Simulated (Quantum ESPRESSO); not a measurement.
Crystal: HfO2.

```
Hf O
1.0
     0.00000    2.55750    2.55750
     2.55750    0.00000    2.55750
     2.55750    2.55750    0.00000
Hf O
1 2
Direct
  0.00000 0.00000 0.00000
  0.75000 0.75000 0.75000
  0.25000 0.25000 0.25000
```

Measurements of this composition are mostly on another form, of space group No. 14.

Base run:

```yaml
Program: Quantum ESPRESSO 7.5
Functional: BLYP
Potentials_or_basis: PseudoDojo 0.4.1 SR PBE standard
Cutoff: 1143 eV
Density_cutoff: 4572 eV
k_mesh: 6 × 6 × 6, shifted
Occupations: fermi-dirac, width 0.05 eV
Spin: no spin polarisation
```

Its results: pressure 1.6 GPa; electronic dielectric tensor (diagonal) 5.13.

Problem. The run is repeated on the same cell with these changes: functional from BLYP to PBE. What comes out?

Solution. Pressure -4.9 GPa; electronic dielectric tensor (diagonal) 5.18.

PBE binds more tightly than BLYP, so the same cell stands under less pressure.

Caveats: the potentials were made for another functional, which shifts forces and pressure (some runs); the cell is more than 3 GPa from zero pressure, which shifts response properties (some runs).

Not every run made on this cell is shown here.
